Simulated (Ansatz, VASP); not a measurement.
## One calculation of InSb, two programs

```
CELL_PARAMETERS angstrom
0.00000 2.64226 2.64226
2.64226 0.00000 2.64226
2.64226 2.64226 0.00000
ATOMIC_POSITIONS crystal
In 0.00000 0.00000 0.00000
Sb 0.25000 0.25000 0.25000
```

Change from the starting cell: volume scaled by 0.55, crystal datasets.

Alike in both runs: task single point; functional LDA; k mesh 11 × 11 × 11; occupations fermi-dirac, width 0.1 eV; no spin polarisation.

|  | VASP | Ansatz |
| --- | --- | --- |
| version | VASP 6.6.1 | Ansatz 0.2.0 |
| potentials or method | VASP PAW LDA potentials, release 64 (In_d, Sb), cutoff 520 eV | all-electron PAW with datasets made for the crystal, scalar-relativistic |

```csv
,VASP,Ansatz,Ansatz less VASP
pressure (GPa),113.8,113.4,-0.38
```

Ansatz ran all-electron here, so the differences hold the error of VASP's frozen core and of both bases.

Caveats: the cell as given lies far from equilibrium; so large a pressure means that the cell lies far from this level's equilibrium, or that cutoff or potentials fall short (VASP). Spin-orbit coupling is left out, which matters for the levels of Sb.
